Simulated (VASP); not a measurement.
# ZnCu (Pm-3m) in VASP: further runs, part 2 of 2

VASP 6.6.1.

### 3 Single point, PBE

This run uses another cell than the first one, of 12.52 Å³/atom, 0.925 times its volume.

INCAR

```
  ALGO = Fast
  EDIFF = 1E-6
  ENCUT = 520
  GGA = PE
  ISIF = 2
  ISMEAR = -1
  LASPH = T
  LCHARG = F
  LREAL = F
  LWAVE = F
  NBANDS = 18
  NELM = 100
  PREC = Accurate
  SIGMA = 0.1
```

KPOINTS

```
k-points
0
Gamma
  8 8 8
```

POSCAR

```
ZnCu
1.0
    2.9252343038      0.0000000000      0.0000000000
    0.0000000000      2.9252343038      0.0000000000
    0.0000000000      0.0000000000      2.9252343038
Zn Cu
1 1
Direct
    0.5000000000      0.5000000000      0.5000000000
    0.0000000000      0.0000000000      0.0000000000
```

Potentials or basis: VASP PAW PBE potentials, release 64 (Zn, Cu).

Run with:

```sh
$ cat potpaw_PBE.64/Zn/POTCAR potpaw_PBE.64/Cu/POTCAR > POTCAR
$ mpirun -np 1 vasp_std > vasp.out
```

OUTCAR:

```text
EDIFF = 1E-6
   ENCUT = 520
   GGA = PE
   ISIF = 2
   ISMEAR = -1
   LASPH = T
   LREAL = F
   NELM = 100
   PREC = Accurate

 ion  position               nearest neighbor table
   1  0.500  0.500  0.500-   2 2.53   2 2.53   2 2.53   2 2.53   2 2.53   2 2.53   2 2.53   2 2.53

   2  0.000  0.000  0.000-   1 2.53   1 2.53   1 2.53   1 2.53   1 2.53   1 2.53   1 2.53   1 2.53

  LATTYP: Found a simple cubic cell.
 ALAT       =     2.9252343038

  Lattice vectors:

 A1 = (   2.9252343038,   0.0000000000,   0.0000000000)
 A2 = (   0.0000000000,   2.9252343038,   0.0000000000)
 A3 = (   0.0000000000,   0.0000000000,   2.9252343038)

Analysis of symmetry for initial positions (statically):
=====================================================================
 Subroutine PRICEL returns:
 Original cell was already a primitive cell.

 Routine SETGRP: Setting up the symmetry group for a
 simple cubic supercell.

 Subroutine GETGRP returns: Found 48 space group operations
 (whereof 48 operations were pure point group operations)
 out of a pool of 48 trial point group operations.

The static configuration has the point symmetry O_h .

Analysis of symmetry for dynamics (positions and initial velocities):
=====================================================================
 Subroutine PRICEL returns:
 Original cell was already a primitive cell.

 Routine SETGRP: Setting up the symmetry group for a
 simple cubic supercell.

 Subroutine GETGRP returns: Found 48 space group operations
 (whereof 48 operations were pure point group operations)
 out of a pool of 48 trial point group operations.

The dynamic configuration has the point symmetry O_h .

 Subroutine INISYM returns: Found 48 space group operations
 (whereof 48 operations are pure point group operations),
 and found     1 'primitive' translations

----------------------------------------------------------------------------------------

                                     Primitive cell

  volume of cell :      25.0312

  direct lattice vectors                    reciprocal lattice vectors
     2.925234304  0.000000000  0.000000000     0.341852958  0.000000000  0.000000000
     0.000000000  2.925234304  0.000000000     0.000000000  0.341852958  0.000000000
     0.000000000  0.000000000  2.925234304     0.000000000  0.000000000  0.341852958

  length of vectors
     2.925234304  2.925234304  2.925234304     0.341852958  0.341852958  0.341852958

  position of ions in fractional coordinates (direct lattice)
     0.500000000  0.500000000  0.500000000
     0.000000000  0.000000000  0.000000000

  ion indices of the primitive-cell ions
   primitive index   ion index
                 1           1
                 2           2

----------------------------------------------------------------------------------------

 KPOINTS: k-points

Automatic generation of k-mesh.
 Grid dimensions read from file:
 generate k-points for:    8    8    8

 Generating k-lattice:

  Cartesian coordinates                     Fractional coordinates (reciprocal lattice)
     0.042731620  0.000000000  0.000000000     0.125000000  0.000000000  0.000000000
     0.000000000  0.042731620  0.000000000     0.000000000  0.125000000  0.000000000
     0.000000000  0.000000000  0.042731620     0.000000000  0.000000000  0.125000000

  Length of vectors
     0.042731620  0.042731620  0.042731620

  Shift w.r.t. Gamma in fractional coordinates (k-lattice)
     0.000000000  0.000000000  0.000000000

 Subroutine IBZKPT returns following result:
 ===========================================

 Found     35 irreducible k-points:

 Following reciprocal coordinates:
            Coordinates               Weight
  0.000000  0.000000  0.000000      1.000000
  0.125000  0.000000  0.000000      6.000000
  0.250000  0.000000  0.000000      6.000000
  0.375000  0.000000  0.000000      6.000000
  0.500000  0.000000  0.000000      3.000000
  0.125000  0.125000  0.000000     12.000000
[... 16 lines left out ...]
  0.375000  0.375000  0.125000     24.000000
  0.500000  0.375000  0.125000     24.000000
 [... further k-points ...]
   k-points           NKPTS =     35   k-points in BZ     NKDIM =     35   number of bands    NBANDS=     18
   number of dos      NEDOS =    301   number of ions     NIONS =      2
   total plane-waves  NPLWV =  13824
   dimension x,y,z NGX =    24 NGY =   24 NGZ =   24
   dimension x,y,z NGXF=    48 NGYF=   48 NGZF=   48
   ions per type =               1   1
   NGX,Y,Z   is equivalent  to a cutoff of  13.64, 13.64, 13.64 a.u.
   NGXF,Y,Z  is equivalent  to a cutoff of  27.28, 27.28, 27.28 a.u.
 SYSTEM =  unknown system
   PREC   = accura    normal or accurate (medium, high low for compatibility)
   ISTART =      0    job   : 0-new  1-cont  2-samecut
   ICHARG =      2    charge: 1-file 2-atom 10-const
   ISPIN  =      1    spin polarized calculation?
   LNONCOLLINEAR =      F non collinear calculations
   LSORBIT =      F    spin-orbit coupling
   LASPH  =      T    aspherical Exc in radial PAW
   ENCUT  =  520.0 eV  38.22 Ry    6.18 a.u.   5.44  5.44  5.44*2*pi/ulx,y,z
   NELM   =    100;   NELMIN=  2; NELMDL= -5     # of ELM steps
   EDIFF  = 0.1E-05   stopping-criterion for ELM
   LREAL  =      F    real-space projection
   EDIFFG = 0.1E-04   stopping-criterion for IOM
   NSW    =      0    number of steps for IOM
   IBRION =     -1    ionic relax: 0-MD 1-quasi-New 2-CG
   NFREE  =      0    steps in history (QN), initial steepest desc. (CG)
   ISIF   =      2    stress and relaxation
   ISYM   =      2    0-nonsym 1-usesym 2-fastsym
   POTIM  = 0.5000    time-step for ionic-motion
   TEBEG  =    0.0;   TEEND  =   0.0 temperature during run
   PSTRESS=    0.0 pullay stress
   NELECT =      23.0000    total number of electrons
   NUPDOWN=      -1.0000    fix difference up-down
   EMIN   =  10.00;   EMAX   =-10.00  energy-range for DOS
   EFERMI =   0.00;   METHOD = LEGACY
   ISMEAR =    -1;   SIGMA  =   0.10  broadening in eV -4-tet -1-fermi 0-gaus
   EFERMI_NEDOS =   21; number of points for ismear=-14 and -15
   IALGO  =     68    algorithm
   IMIX   =      4    mixing-type and parameters
     AMIX     =   0.40;   BMIX     =  1.00
     AMIX_MAG =   1.60;   BMIX_MAG =  1.00
  volume/ion in A,a.u.               =      12.52        84.46
  Fermi-wavevector in a.u.,A,eV,Ry     =   1.591562  3.007615 34.464487  2.533068
  Thomas-Fermi vector in A             =   2.690083
   LORBIT       =      0    0 simple, 1 ext, 2 COOP (PROOUT), +10 PAW based schemes
   GGA     = PE    functional components
   LHFCALC =     F    Hartree Fock is set to
   AEXX    =    0.0000 exact exchange contribution
   IVDW    =     0    specifies the selected vdW correction
   LEPSILON=     F    determine dielectric tensor
   LRPA    =     F    only Hartree local field effects (RPA)
 non-spin polarized calculation
 RMM-DIIS sequential band-by-band and
  energy-cutoff  :      520.00
  volume of cell :       25.03
 maximum number of plane-waves:       691
 NGX is ok and might be reduce to    24
   NGX = 11   NGY = 11   NGZ = 11

 number of electron      22.9999987 magnetization

 Free energy of the ion-electron system (eV)
  ---------------------------------------------------
  ext. energy  EPLUGINS =         0.00000000
  ---------------------------------------------------
  free energy    TOTEN  =        -5.01302281 eV

  energy without entropy =       -4.99406629  energy(sigma->0) =       -5.00354455

 E-fermi :   5.5431     XC(G=0): -12.5146

 val. band max:        5.3850263645   @ k =   0.3750   0.2500   0.1250
 cond. band min:       5.5870319409   @ k =   0.3750   0.3750   0.1250
 fundamental gap:      0.2020055764
 Fermi energy:         5.5430763900

 k-point     1 :       0.0000    0.0000    0.0000
  band No.  band energies     occupation
      1      -4.7591      2.00000
      2      -2.1800      2.00000
      3      -2.1800      2.00000
      4      -1.4506      2.00000
      5      -1.4506      2.00000
      6      -1.4506      2.00000
[... 10 lines left out ...]
     17      18.3468      0.00000
     18      29.3773      0.00000
[... 463 lines left out ...]
 k-point    24 :       0.5000    0.3750    0.1250
  band No.  band energies     occupation
      1      -2.2791      2.00000
      2      -1.9276      2.00000
      3      -1.7674      2.00000
      4      -1.7281      2.00000
      5      -1.2629      2.00000
      6       0.9051      2.00000
[... 10 lines left out ...]
     17      20.5578      0.00000
     18      21.4571      0.00000

 [... further k-points ...]

------------------------ aborting loop because EDIFF is reached ----------------------------------------

  FORCE on cell =-STRESS in cart. coord.  units (eV):
  Direction    XX          YY          ZZ          XY          YZ          ZX
  --------------------------------------------------------------------------------------
  -------------------------------------------------------------------------------------
  Total        0.9381170      0.9381170      0.9381170      0.0000000      0.0000000      0.0000000
  in kB       60.0462112     60.0462112     60.0462112      0.0000000      0.0000000      0.0000000
  external PRESSURE =      60.0462112 kB  Pullay stress =       0.0000000 kB

 VOLUME and BASIS-vectors are now :
 -----------------------------------------------------------------------------
  energy-cutoff  :      520.00
  volume of cell :       25.03
      direct lattice vectors                 reciprocal lattice vectors
     2.925234304  0.000000000  0.000000000     0.341852958  0.000000000  0.000000000
     0.000000000  2.925234304  0.000000000     0.000000000  0.341852958  0.000000000
     0.000000000  0.000000000  2.925234304     0.000000000  0.000000000  0.341852958

 POSITION                                       TOTAL-FORCE (eV/Angst)
 -----------------------------------------------------------------------------------
      1.46262      1.46262      1.46262         0.000000      0.000000      0.000000
      0.00000      0.00000      0.00000         0.000000      0.000000      0.000000
 -----------------------------------------------------------------------------------
    total drift:                                0.000000      0.000000     -0.000000

  FREE ENERGIE OF THE ION-ELECTRON SYSTEM (eV)
  ---------------------------------------------------
  free  energy   TOTEN  =        -5.0130228145 eV

  energy  without entropy=       -4.9940662862  energy(sigma->0) =       -5.00354455
```

stdout:

```text
POSCAR found type information on POSCAR ZnCu
 POSCAR found :  2 types and       2 ions
 scaLAPACK will be used
 LDA part: xc-table for (Slater+PW92), standard interpolation
 POSCAR, INCAR and KPOINTS ok, starting setup
 FFT: planning ... GRIDC
 FFT: planning ... GRID_SOFT
 FFT: planning ... GRID
 WAVECAR not read
 entering main loop
```

It took 6.7 s on 1 thread of Intel Xeon 6975P-C (Granite Rapids), shared host; peak memory 0.14 GiB.

What came out:

```yaml
Free_energy: -5.0130 eV
Pressure: 6.0 GPa
Band_gap_on_the_k_mesh: none (metal or under the smearing width)
```

### 4 Single point, PBE

This run uses another cell than the first one, of 13.03 Å³/atom, 0.962 times its volume.

INCAR

```
SYSTEM = ZnCu
ALGO = Fast ; EDIFF = 1E-7
ENCUT = 520 ; GGA = PE
ISIF = 2 ; ISMEAR = -1
LASPH = .TRUE. ; LCHARG = .TRUE.
LELF = .TRUE. ; LREAL = .FALSE.
LVHAR = .TRUE. ; LWAVE = .FALSE.
NBANDS = 18 ; NELM = 60
PREC = Accurate ; SIGMA = 0.1
```

KPOINTS

```
k-points
0
G
  8 8 8
  0 0 0
```

POSCAR

```
ZnCu
1.0
    2.9645038797      0.0000000000      0.0000000000
    0.0000000000      2.9645038797      0.0000000000
    0.0000000000      0.0000000000      2.9645038797
Zn Cu
1 1
Direct
    0.5000000000      0.5000000000      0.5000000000
    0.0000000000      0.0000000000      0.0000000000
```

Run with:

```sh
$ cat potpaw_PBE.64/Zn/POTCAR potpaw_PBE.64/Cu/POTCAR > POTCAR
$ mpirun -np 1 vasp_std > vasp.out
```

It took 7.8 s on 1 thread of Intel Xeon 6975P-C (Granite Rapids), shared host; peak memory 0.14 GiB.

The run converged. Its results:

- Free energy: -5.0330 eV
- Pressure: 0.6 GPa
- Band gap on the k mesh: none (metal or under the smearing width)

Levels at points of the mesh, in eV from the Fermi level:
```csv
k point,band 8,band 9,band 10,band 11,band 12,band 13,band 14,band 15
"(0.00, 0.00, 0.00)",-3.33,-2.51,-2.51,-2.51,6.35,6.35,6.35,11.32
"(0.50, 0.00, 0.00)",-3.43,-3.03,-3.03,-2.58,-1.80,11.73,11.73,12.37
"(0.50, 0.50, 0.00)",-2.66,-2.66,-2.28,-1.64,-1.64,1.86,2.22,13.91
"(0.50, 0.50, 0.50)",-4.01,-2.26,-2.26,3.90,4.48,4.48,4.48,4.64
```

### 5 Summary

| cell | gap on the mesh (eV) | pressure (GPa) |
| --- | --- | --- |
| Pm-3m, 13.54 Å³/atom | none | -3.4 |
| Pm-3m, 12.52 Å³/atom | none | 6.0 |
| Pm-3m, 13.03 Å³/atom | none | 0.6 |

Alike in all rows: task single point; level PBE; potentials or basis VASP PAW PBE potentials, release 64 (Zn, Cu); no spin polarisation; k mesh 8 × 8 × 8; cutoff (eV) 520; smearing fermi-dirac 0.1 eV.

Every run on the cell as given and a fine mesh finds a metal.

Absolute energies hang on the potentials; compare differences alone.
